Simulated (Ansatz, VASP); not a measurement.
## GaP: VASP beside Ansatz

```
CELL_PARAMETERS angstrom
0.00000 2.66962 2.66962
2.66962 0.00000 2.66962
2.66962 2.66962 0.00000
ATOMIC_POSITIONS crystal
Ga 0.00000 0.00000 0.00000
P 0.25000 0.25000 0.25000
```

Change from the starting cell: volume scaled by 0.94, ions relaxed.

Alike in both runs: functional PBE; k mesh 14 × 14 × 14; occupations fermi-dirac, width 0.02 eV; no spin polarisation.

Ansatz relaxed the structure, and its values are those at the end. VASP's run is a single point on that final structure, the one shown.

```csv
,VASP,Ansatz
version,VASP 6.6.1,Ansatz 0.2.0
potentials or method,"VASP PAW PBE potentials, release 64 (Ga_d, P)","plane-wave PAW, scalar-relativistic"
plane-wave cutoff (eV),520,420
valence electrons in the cell,18,18
```

Ansatz gave:

- gap on the k mesh at the Fermi level (eV): 1.48
- pressure (GPa): 8.7

Task: Which values does VASP return?

Result: gap on the k mesh at the Fermi level (eV): 1.48; pressure (GPa): 8.6.

The functional is the same, so the differences come from potentials, cutoffs and numerics. Ansatz warned: «stress_scf_threshold_loose».

A k mesh can miss the band edges.
